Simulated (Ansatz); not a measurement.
# Σ3 (111) boundary in bcc W with Ag (substitutional): structure and resistance

Aim: the relaxed structure and the specific resistance of the Σ3 (111) boundary in bcc W with Ag (substitutional).

Method: Ansatz plane-wave DFT, PBE, PAW files; relaxation of a bicrystal slab with its lowest layers held; PAW set soft_1, in the first sound run; inputs show where later runs differ, in Ansatz 0.2.0.

## Step 1: The starting structure

The cell holds 21 atoms: 20 W and 1 Ag. Cell: a = 4.476 Å, b = 4.476 Å, c = 30.186 Å, α = 90.0°, β = 90.0°, γ = 120.0°. It derives from W. built on the (1 1 1) plane; 2 overlapping atoms removed and the grains opened by 0 Å. Vacuum lies along c.

## Step 2: Relaxing the bicrystal

The boundary is built by mirroring the lower grain in the boundary plane and removing any atoms that overlap; then the Ag is put in at the boundary. A thin bicrystal slab is relaxed first, with the lowest layers held and the upper grain free to shift and open.

Contents of input.yaml:

```yaml
crystal:
  lattice:
    - [4.4757030822, 0.0, 0.0]
    - [-2.2378515411, 3.876072569, 0.0]
    - [0.0, 0.0, 30.185580386]
  atoms:
    - { symbol: W, position: [0.0, 1.0e-10, 0.1656420031] }
    - { symbol: W, position: [0.3333333334, 0.6666666667, 0.195908079] }
    - { symbol: W, position: [0.6666666667, 0.3333333334, 0.2261741548] }
    - { symbol: W, position: [0.0, 1.0e-10, 0.2564402307] }
    - { symbol: W, position: [0.3333333334, 0.6666666667, 0.2867063066] }
    - { symbol: W, position: [0.6666666667, 0.3333333334, 0.3169723824] }
    - { symbol: W, position: [0.0, 0.0, 0.3472384583] }
    - { symbol: W, position: [0.3333333333, 0.6666666667, 0.3775045342] }
    - { symbol: W, position: [0.6666666667, 0.3333333333, 0.40777061] }
    - { symbol: Ag, position: [0.0, 0.0, 0.4380366859] }
    - { symbol: W, position: [0.3333333333, 0.6666666667, 0.4985688376] }
    - { symbol: W, position: [0.0, 0.0, 0.5288349135] }
    - { symbol: W, position: [0.6666666667, 0.3333333334, 0.5591009894] }
    - { symbol: W, position: [0.3333333334, 0.6666666667, 0.5893670652] }
    - { symbol: W, position: [0.0, 1.0e-10, 0.6196331411] }
    - { symbol: W, position: [0.6666666667, 0.3333333334, 0.6498992169] }
    - { symbol: W, position: [0.3333333334, 0.6666666667, 0.6801652928] }
    - { symbol: W, position: [0.0, 1.0e-10, 0.7104313687] }
    - { symbol: W, position: [0.6666666667, 0.3333333334, 0.7406974445] }
    - { symbol: W, position: [0.3333333334, 0.6666666668, 0.7709635204] }
    - { symbol: W, position: [1.0e-10, 1.0e-10, 0.8012295963] }
kpoints:
  mp_grid: { grid: [6, 6, 1] }
hamiltonian:
  xc: pbe
  pseudopotentials: { kind: paw, azcp: { folder: soft_1 } }
scf:
  occupations: { method: fermi_dirac, width: 0.1 }
relax:
  f_tol: 0.03
  max_steps: 80
  constraints: [{ sites: [0, 1, 2, 3] }]
```

On the command line:

```
$ ansatz run input.yaml --threads 4 --pin off --max-ram 15360MiB --backend cpu --events-out ev --progress --plain --runs-dir out
```

Numbers of over 12 decimals in the logs are rounded to 6 here.

Log:

```text
Engine: ansatz 0.2.0, x86_64-unknown-linux-gnu
Pseudopotentials: kind: paw
Pseudopotential: W, paw, valence charge 14, recommended cutoff 420 eV (normal), soft_1/W.paw.azcp
Pseudopotential: Ag, paw, valence charge 19, recommended cutoff 420 eV (normal), soft_1/Ag.paw.azcp
Functional definition: PBE
  parameter kappa = 0.804
  parameter beta = 0.066725
  exchange = pbe_x(kappa = kappa, mu = beta*pi^2/3)
  correlation = pbe_c(beta = beta)
Crystal: 21 atoms, lattice volume = 523.664 Å³
Basis set: ecut = 420 eV, 10271 PW (Γ), exchange–correlation on 60×60×432 points (8 copies of the dense FFT grid, shifted against one another)
Bands: 180, of which v1, the nominal top of the filled ones, is band 150 counted from 1 (149 counted from 0)
Symmetry: 6 space group operations
Space group: P3m1 (ITA 156), of the structure as read, at distance tolerance 8.1e-5 Å
k-points: 7 of 36 (time reversal used)
Non-local potential: W, projectors of the file, l = 0: 3, l = 1: 2, l = 2: 2, l = 3: 1
Non-local potential: Ag, projectors of the file, l = 0: 3, l = 1: 2, l = 2: 2, l = 3: 1
PAW form: soft (Blöchl's): semilocal exchange-correlation on the pseudo side does not see the compensation charge
PAW one-centre angular grid: W, 590 points (default); XC on 64 Gauss nodes
PAW one-centre angular grid: Ag, 590 points (default); XC on 64 Gauss nodes
Initial density: superposition of atomic densities (neutral atoms: chi_scale 0, normalization atom)
Initial wavefunctions: pseudopotential atomic-orbital guess
Functional: x = pbe(κ = 0.804, μ = 0.219515), c = pbe(β = 0.066725)
SCF iter   1: F=—  HF=-215307.388469 eV  |F-HF|=—  |Δ(HF+E_count)|=         —  Δρ=7.07e-2  dr2=1.30e2  ethr=3.10e-3  ⟨swp⟩=7.9  Hψ=5320  notcnv=0
preconditioner: auto → LDOS  [metal: Δε(μ)=0.042 eV  Ē_g=4.989 eV  σ=0.100 eV  W_gap=0.10  n_scr=136 (ndim 8)  ℏωp=18.6 eV  f_vac=0.273  D(μ)=15.27/eV (n_scr^D=112)  β→1.0]
SCF iter   2: F=—  HF=-215301.362619 eV  |F-HF|=—  |Δ(HF+E_count)|=    6.03e0  Δρ=5.01e-2  dr2=1.29e2  ethr=3.10e-3  ⟨swp⟩=5.6  Hψ=3605  notcnv=0
SCF iter   3: F=—  HF=-215296.526471 eV  |F-HF|=—  |Δ(HF+E_count)|=    4.84e0  Δρ=1.60e-2  dr2=4.13e0  ethr=3.10e-3  ⟨swp⟩=4.4  Hψ=2708  notcnv=0  defer=3
SCF iter   4: F=—  HF=-215296.081365 eV  |F-HF|=—  |Δ(HF+E_count)|=   4.45e-1  Δρ=6.29e-3  dr2=3.64e-1  ethr=1.38e-3  ⟨swp⟩=3.4  Hψ=2019  notcnv=0
SCF iter   5: F=—  HF=-215296.033433 eV  |F-HF|=—  |Δ(HF+E_count)|=   4.79e-2  Δρ=2.07e-3  dr2=7.19e-2  ethr=1.22e-4  ⟨swp⟩=2.6  Hψ=2144  notcnv=0
SCF iter   6: F=—  HF=-215296.030359 eV  |F-HF|=—  |Δ(HF+E_count)|=   3.07e-3  Δρ=7.92e-4  dr2=1.04e-2  ethr=2.41e-5  ⟨swp⟩=2.6  Hψ=2014  notcnv=0
SCF iter   7: F=—  HF=-215296.031276 eV  |F-HF|=—  |Δ(HF+E_count)|=   9.18e-4  Δρ=2.86e-4  dr2=1.16e-3  ethr=3.47e-6  ⟨swp⟩=2.3  Hψ=1714  notcnv=0
SCF iter   8: F=—  HF=-215296.031301 eV  |F-HF|=—  |Δ(HF+E_count)|=   2.43e-5  Δρ=1.24e-4  dr2=2.49e-4  ethr=3.87e-7  ⟨swp⟩=2.9  Hψ=1887  notcnv=0
SCF iter   9: F=—  HF=-215296.031319 eV  |F-HF|=—  |Δ(HF+E_count)|=   1.83e-5  Δρ=3.70e-5  dr2=2.46e-5  ethr=8.33e-8  ⟨swp⟩=2.1  Hψ=1733  notcnv=0
SCF iter  10: F=-215296.031320 eV  HF=-215296.031321 eV  |F-HF|=5.65e-7  |Δ(HF+E_count)|=   2.09e-6  Δρ=1.68e-5  dr2=3.14e-6  ethr=7.53e-9  ⟨swp⟩=5.0  Hψ=3705  notcnv=0
SCF 1 converged in 10 iterations: F = -215296.031320 eV  dr2 = 3.14e-6
  greatest PAW one-centre occupation: 1.002 electrons in one spin orbital (limit 2), on the Ag atom at site 9 (counted from 0), in its partial waves of l = 0
relax step   1: F+E_penalty+E_count = -215296.03132039 eV  Δ(F+E_penalty+E_count) = +0.000e0 eV  max|allowed force component| = 2.348e0 eV/Å  Δτ_max = 0.0000 Å  (10 SCF iters, dr2 threshold 2.25e-5 eV, accepted)
Initial density: handed on by an earlier stage of this run
Initial wavefunctions: those handed on with the density
iter 1 solved again at ethr=1.18e-3 eV; its pass at ethr=3.10e-3 eV (dr2=3.54e0 eV) is discarded
SCF iter   1: F=—  HF=-215296.857848 eV  |F-HF|=—  |Δ(HF+E_count)|=         —  Δρ=1.20e-2  dr2=3.64e0  ethr=1.18e-3  ⟨swp⟩=2.1  Hψ=4266  notcnv=0
preconditioner: auto → LDOS  [metal: Δε(μ)=0.011 eV  Ē_g=4.812 eV  σ=0.100 eV  W_gap=0.03  n_scr=136 (ndim 8)  ℏωp=18.6 eV  f_vac=0.282  D(μ)=14.46/eV (n_scr^D=110)  β→1.0]
SCF iter   2: F=—  HF=-215296.784395 eV  |F-HF|=—  |Δ(HF+E_count)|=   7.35e-2  Δρ=6.38e-3  dr2=7.48e-1  ethr=1.18e-3  ⟨swp⟩=3.7  Hψ=2473  notcnv=0
SCF iter   3: F=—  HF=-215296.687188 eV  |F-HF|=—  |Δ(HF+E_count)|=   9.72e-2  Δρ=2.87e-3  dr2=1.25e-1  ethr=2.50e-4  ⟨swp⟩=3.6  Hψ=2880  notcnv=0
SCF iter   4: F=—  HF=-215296.669458 eV  |F-HF|=—  |Δ(HF+E_count)|=   1.77e-2  Δρ=4.63e-4  dr2=3.47e-3  ethr=4.19e-5  ⟨swp⟩=2.6  Hψ=1925  notcnv=0
SCF iter   5: F=—  HF=-215296.670383 eV  |F-HF|=—  |Δ(HF+E_count)|=   9.25e-4  Δρ=1.77e-4  dr2=3.48e-4  ethr=1.16e-6  ⟨swp⟩=2.7  Hψ=1828  notcnv=0
SCF iter   6: F=-215296.670413 eV  HF=-215296.670440 eV  |F-HF|=2.66e-5  |Δ(HF+E_count)|=   5.65e-5  Δρ=6.51e-5  dr2=5.10e-5  ethr=3.34e-8  ⟨swp⟩=3.0  Hψ=5009  notcnv=0
SCF 2 converged in 6 iterations: F = -215296.670413 eV  dr2 = 5.10e-5
relax step   2: F+E_penalty+E_count = -215296.67041302 eV  Δ(F+E_penalty+E_count) = -6.391e-1 eV  max|allowed force component| = 1.027e0 eV/Å  Δτ_max = 0.1949 Å  (6 SCF iters, dr2 threshold 1.00e-4 eV, accepted)
SCF iter   1: F=—  HF=-215297.121857 eV  |F-HF|=—  |Δ(HF+E_count)|=         —  Δρ=1.70e-2  dr2=9.62e0  ethr=3.10e-3  ⟨swp⟩=5.3  Hψ=3277  notcnv=0
preconditioner: auto → LDOS  [metal: Δε(μ)=0.011 eV  Ē_g=4.845 eV  σ=0.100 eV  W_gap=0.03  n_scr=136 (ndim 8)  ℏωp=18.6 eV  f_vac=0.287  D(μ)=15.11/eV (n_scr^D=110)  β→1.0]
SCF iter   2: F=—  HF=-215296.927777 eV  |F-HF|=—  |Δ(HF+E_count)|=   1.94e-1  Δρ=6.80e-3  dr2=6.94e-1  ethr=3.10e-3  ⟨swp⟩=2.0  Hψ=1606  notcnv=0
SCF iter   3: F=—  HF=-215296.872620 eV  |F-HF|=—  |Δ(HF+E_count)|=   5.52e-2  Δρ=4.03e-3  dr2=2.97e-1  ethr=2.32e-4  ⟨swp⟩=3.0  Hψ=2264  notcnv=0
SCF iter   4: F=—  HF=-215296.845147 eV  |F-HF|=—  |Δ(HF+E_count)|=   2.75e-2  Δρ=8.08e-4  dr2=1.03e-2  ethr=9.94e-5  ⟨swp⟩=2.0  Hψ=1697  notcnv=0
SCF iter   5: F=—  HF=-215296.844271 eV  |F-HF|=—  |Δ(HF+E_count)|=   8.76e-4  Δρ=3.13e-4  dr2=1.48e-3  ethr=3.44e-6  ⟨swp⟩=2.1  Hψ=1829  notcnv=0
SCF iter   6: F=—  HF=-215296.844167 eV  |F-HF|=—  |Δ(HF+E_count)|=   1.04e-4  Δρ=8.37e-5  dr2=1.08e-4  ethr=4.95e-7  ⟨swp⟩=2.0  Hψ=1821  notcnv=0
SCF iter   7: F=-215296.844166 eV  HF=-215296.844168 eV  |F-HF|=2.01e-6  |Δ(HF+E_count)|=   1.01e-6  Δρ=2.24e-5  dr2=4.33e-6  ethr=2.20e-8  ⟨swp⟩=3.0  Hψ=4911  notcnv=0
SCF 3 converged in 7 iterations: F = -215296.844166 eV  dr2 = 4.33e-6
relax step   3: F+E_penalty+E_count = -215296.84416605 eV  Δ(F+E_penalty+E_count) = -1.738e-1 eV  max|allowed force component| = 3.288e-1 eV/Å  Δτ_max = 0.1941 Å  (7 SCF iters, dr2 threshold 6.59e-5 eV, accepted)
[...]
relax step   4: F+E_penalty+E_count = -215296.92256726 eV  Δ(F+E_penalty+E_count) = -7.840e-2 eV  max|allowed force component| = 2.595e-1 eV/Å  Δτ_max = 0.1936 Å  (7 SCF iters, dr2 threshold 1.11e-5 eV, accepted)
[...]
relax step   5: F+E_penalty+E_count = -215296.93944832 eV  Δ(F+E_penalty+E_count) = -1.688e-2 eV  max|allowed force component| = 2.344e-1 eV/Å  Δτ_max = 0.1123 Å  (7 SCF iters, dr2 threshold 6.90e-6 eV, accepted)
[...]
relax step   6: F+E_penalty+E_count = -215296.94476159 eV  Δ(F+E_penalty+E_count) = -5.313e-3 eV  max|allowed force component| = 6.792e-2 eV/Å  Δτ_max = 0.0355 Å  (5 SCF iters, dr2 threshold 3.42e-5 eV, accepted)
SCF iter   1: F=—  HF=-215296.944129 eV  |F-HF|=—  |Δ(HF+E_count)|=         —  Δρ=3.99e-4  dr2=5.83e-3  ethr=1.46e-5  ⟨swp⟩=2.0  Hψ=1847  notcnv=0
preconditioner: auto → LDOS  [metal: Δε(μ)=0.047 eV  Ē_g=4.892 eV  σ=0.100 eV  W_gap=0.12  n_scr=136 (ndim 8)  ℏωp=18.6 eV  f_vac=0.296  D(μ)=13.78/eV (n_scr^D=110)  β→1.0]
SCF iter   2: F=—  HF=-215296.944004 eV  |F-HF|=—  |Δ(HF+E_count)|=   1.25e-4  Δρ=1.72e-4  dr2=5.92e-4  ethr=1.95e-6  ⟨swp⟩=1.6  Hψ=1489  notcnv=0
SCF iter   3: F=—  HF=-215296.943970 eV  |F-HF|=—  |Δ(HF+E_count)|=   3.41e-5  Δρ=9.74e-5  dr2=2.02e-4  ethr=1.98e-7  ⟨swp⟩=2.3  Hψ=1811  notcnv=0
SCF iter   4: F=—  HF=-215296.943955 eV  |F-HF|=—  |Δ(HF+E_count)|=   1.53e-5  Δρ=1.66e-5  dr2=5.66e-6  ethr=6.74e-8  ⟨swp⟩=2.1  Hψ=1710  notcnv=0
SCF iter   5: F=—  HF=-215296.945080 eV  |F-HF|=—  |Δ(HF+E_count)|=   1.12e-3  Δρ=5.85e-6  dr2=5.41e-7  ethr=1.89e-9  ⟨swp⟩=2.7  Hψ=1907  notcnv=0
SCF iter   6: F=-215296.945080 eV  HF=-215296.945080 eV  |F-HF|=9.66e-9  |Δ(HF+E_count)|=   5.07e-8  Δρ=1.63e-6  dr2=2.95e-8  ethr=3.34e-11  ⟨swp⟩=5.0  Hψ=4616  notcnv=0
SCF 7 converged in 6 iterations: F = -215296.945080 eV  dr2 = 2.95e-8
relax step   7: F+E_penalty+E_count = -215296.94507951 eV  Δ(F+E_penalty+E_count) = -3.179e-4 eV  max|allowed force component| = 2.540e-2 eV/Å  Δτ_max = 0.0054 Å  (6 SCF iters, accepted)
SCF converged after 6 iterations
Free energy (F): -215296.945080 eV
Harris-Foulkes:  -215296.945080 eV  (|F-HF|=9.66e-9)
Internal energy: -215296.493334 eV  (E = F + TS)
E sigma→0 (E₀):  -215296.719207 eV
Entropy (-TS):   -0.451746 eV (-21.512 meV/atom)
Fermi energy:    12.669261 eV
--- Per-component energies (eV) ---
  E_band       = -4692.400554
  E_kinetic    = 8875.276699
  E_local      = -294710.315939  (includes V_loc(G=0)·N_el)
  E_nonlocal   = -473.381388
  E_hartree    = 145083.769445
  E_xc         = -5497.788227
  E_vxc        = -4807.908605  (∫ρ·V_xc dr)
  E_paw        = -175508.270040  (= ΣΔE_a)
  E_vpaw       = -3743.670502  (= ΣTr[D̂ρ^β])
  E_aug_tail   = 0.003343  (compensation charges beyond the density's cutoff)
  E_ewald      = 106934.212772
  E_smearing   = -0.451746  (= −TS)
  E_closure    = -0.000000  (closes the sum)
  Σ components = -215296.945080   (vs F -215296.945080, Δ=0.00e0)
--- Forces (eV/Å), atoms counted from 1 ---
  atom   1  W      0.00000000     0.00000000     2.45338422
  atom   2  W      0.00000000    -0.00000000    -0.14983942
  atom   3  W     -0.00000000    -0.00000000    -1.24641372
  atom   4  W     -0.00000000    -0.00000000    -1.06522675
  atom   5  W     -0.00000000    -0.00000000    -0.00526357
  atom   6  W      0.00000000     0.00000000     0.00505509
  atom   7  W      0.00000000    -0.00000000    -0.01030215
  atom   8  W      0.00000000     0.00000000    -0.01422396
  atom   9  W     -0.00000000    -0.00000000     0.01406402
  atom  10  Ag     0.00000000     0.00000000     0.02540151
  atom  11  W      0.00000000    -0.00000000    -0.00394715
  atom  12  W     -0.00000000    -0.00000000    -0.00777204
  atom  13  W      0.00000000     0.00000000     0.00754318
  atom  14  W      0.00000000     0.00000000     0.00122870
  atom  15  W     -0.00000000    -0.00000000    -0.00267628
  atom  16  W      0.00000000    -0.00000000     0.00055825
  atom  17  W      0.00000000    -0.00000000    -0.00065625
  atom  18  W      0.00000000     0.00000000     0.00078074
  atom  19  W     -0.00000000    -0.00000000    -0.00174912
  atom  20  W      0.00000000    -0.00000000    -0.00230644
  atom  21  W      0.00000000     0.00000000     0.00236713
  max |Σ_I F_I| component: 6.00e-6 eV/Å
--- Relaxed structure (7 steps of the walk, 7 accepted, 0 SCFs on fresh bases) ---
  F+E_penalty+E_count = -215296.94507951 eV   max|allowed force component| = 2.540e-2 eV/Å
  atoms:
    - { symbol: W, position: [8.569479121237499e-19, -3.622432035228994e-18, 0.165642] }
    - { symbol: W, position: [0.333333, 0.666667, 0.195908] }
    - { symbol: W, position: [0.666667, 0.333333, 0.226174] }
    - { symbol: W, position: [8.569479121237499e-19, -3.622432035228994e-18, 0.256440] }
    - { symbol: W, position: [0.333333, 0.666667, 0.286549] }
    - { symbol: W, position: [0.666667, 0.333333, 0.319675] }
    - { symbol: W, position: [-7.353774990267267e-18, 0, 0.345405] }
    - { symbol: W, position: [0.333333, 0.666667, 0.382218] }
    - { symbol: W, position: [0.666667, 0.333333, 0.409253] }
    - { symbol: Ag, position: [-1.0338085846506278e-17, 0, 0.433525] }
    - { symbol: W, position: [0.333333, 0.666667, 0.483318] }
    - { symbol: W, position: [-1.808897254065344e-17, 0, 0.517367] }
    - { symbol: W, position: [0.666667, 0.333333, 0.542357] }
    - { symbol: W, position: [0.333333, 0.666667, 0.573904] }
    - { symbol: W, position: [-1.464309689754833e-17, -3.622432035228996e-18, 0.605722] }
    - { symbol: W, position: [0.666667, 0.333333, 0.636028] }
    - { symbol: W, position: [0.333333, 0.666667, 0.666998] }
    - { symbol: W, position: [-1.437814844405599e-17, -3.6224320352289925e-18, 0.696758] }
    - { symbol: W, position: [0.666667, 0.333333, 0.732113] }
    - { symbol: W, position: [0.333333, 0.666667, 0.755811] }
    - { symbol: W, position: [-2.828405785173708e-17, 2.0583460386909646e-18, 0.780026] }
```

Run time: 79 s. Hardware: 4 threads of Intel Xeon Platinum 8488C (Sapphire Rapids), shared host; peak memory 2.1 GiB.

Relaxation path:

| step | energy less that of the first step (eV) | largest force component (eV/Å) |
| --- | --- | --- |
| 1 | 0.0000 | 2.3477 |
| 2 | -0.6391 | 1.0268 |
| 3 | -0.8128 | 0.3288 |
| 4 | -0.8912 | 0.2595 |
| 5 | -0.9081 | 0.2344 |
| 6 | -0.9134 | 0.0679 |
| 7 | -0.9138 | 0.0254 |

Forces are held to the 6 operations that the run works with; a distortion that breaks them can't arise in this run.

The atoms that moved most (Å):

| atom | dx | dy | dz | length |
| --- | --- | --- | --- | --- |
| W21 | 0.000 | 0.000 | -0.640 | 0.640 |
| W13 | 0.000 | 0.000 | -0.505 | 0.505 |
| W14 | 0.000 | 0.000 | -0.467 | 0.467 |
| W11 | 0.000 | 0.000 | -0.460 | 0.460 |
| W20 | 0.000 | 0.000 | -0.457 | 0.457 |
| W15 | 0.000 | 0.000 | -0.420 | 0.420 |
| W16 | 0.000 | 0.000 | -0.419 | 0.419 |
| W18 | 0.000 | 0.000 | -0.413 | 0.413 |

This step gave:

```
free energy             : -215296.9451 eV
energy at zero smearing : -215296.7192 eV
Fermi energy            : 12.67 eV
```

The largest force component on a free atom ends at 0.025 eV/Å, under the tolerance of 0.03, after 7 steps.

[end of part 1 of 2]

[Logs are printed without paths, hosts, clocks, repeated set-up lines and the standing remarks that a program may print on its own settings, such as how far it seeks lower states.]

[Hosts, paths, dates, database ids (printed as entryN), source tags and the programs' standing remarks are cut or masked in the printed files.]
